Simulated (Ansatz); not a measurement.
# TiO: equation of state with r2SCAN

The system is TiO.

```
Ti O
1.0
     3.03100    0.00000    0.00000
    -1.51550    2.62492    0.00000
     0.00000    0.00000    3.23770
Ti O
1 1
Cartesian
  1.5155 0.8750 0.0000
  0.0000 0.0000 1.6188
```

- Program: Ansatz 0.2.0
- Task: equation of state
- Functional: r2SCAN
- Potentials or basis: Ansatz PAW
- Cutoff: 500 eV
- Density cutoff: 2000 eV
- k mesh: 10 × 10 × 8
- Occupations: fermi-dirac, width 0.05 eV
- Spin: no spin polarisation

```yaml
Equilibrium_volume: outside the volumes run
```

Energy against volume, from the lowest point:
```
volume (Å³/atom)  energy (meV/atom)
          12.107               0.00
          12.365              58.96
          12.622             120.07
          12.880             182.96
          13.137             247.35
          13.395             312.97
          13.653             379.57
```

All runs of the series together: 42 s on 2 threads of Intel(R) Xeon(R) Processor @ 2.50GHz (Skylake/Cascade Lake) (shared host).

Caveat: the PAW data sets were made with another functional, which shifts forces and pressure a little.
